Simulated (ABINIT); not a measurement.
**GaP in ABINIT: convergence with tolvrs**

Input of the first run (tolvrs 0.01); the others differ in this setting and in those tied to it:

File run.abi:

```
pp_dirpath "./"
pseudos "Ga.GGA_PBE-JTH.xml, P.GGA_PBE-JTH.xml"

acell 6.5321407059 6.5321407059 5.2960708478
rprim
     1.0000000000     0.0000000000     0.0000000000
     0.0000000000     1.0000000000     0.0000000000
     0.0000000000     0.0000000000     1.0000000000
ntypat 2
znucl 31 15
natom 2
typat 1 2
xred
     0.0000000000     0.0000000000     0.0000000000
     0.5000000000     0.5000000000     0.5000000000

ecut 20.0
pawecutdg 40.0
pawxcdev 0

kptopt 1
ngkpt 8 8 9
nshiftk 1
shiftk 0.0 0.0 0.0

ixc -116133

nband 13
occopt 6
tsmear 0.05 eV

nstep 100
tolvrs 0.01

iomode 3
prtwf 0
prtden 0
prteig 0
prtebands 0
enunit 1
```

Potentials or basis: JTH PAW PBE v2.0.

Launch:

```sh
$ abinit run.abi > log 2>&1
```

The cell was built by a generator and needn't be a form met in nature.

Hardware: 1 thread of Intel(R) Xeon(R) Platinum 8259CL CPU @ 2.50GHz (Skylake/Cascade Lake), with other jobs on the host.

**Question.** The values tried are 0.01, 0.001, 0.0001, 1e-05, 1e-06, 1e-08, 1e-10, 1e-13, loosest first. From which on does the pressure stay within 0.1 GPa of the tightest run that finished?

**Answer.** From 1e-05 on.

```csv
tolvrs,energy less the tightest run (meV/atom),pressure (GPa),SCF cycles,CPU time (s),peak memory (GiB)
0.01,-0.14,1.29,3,16,0.12
0.001,0.02,-3.68,4,24,0.12
0.0001,0.00,-3.45,5,22,0.12
1e-05,0.00,-3.99,6,25,0.12
1e-06,0.00,-4.00,7,33,0.12
1e-08,0.00,-4.03,9,36,0.12
1e-10,0.00,-4.03,11,42,0.12
1e-13,0.00,-4.03,13,50,0.12
```

Against the tightest run, the energy stays within 1 meV/atom from 0.01 on. The tightest run that finished is the yardstick and may itself not be fully converged.

Caveat, for the tightest run too: the PAW data sets were made with another functional, which shifts forces and pressure a little.
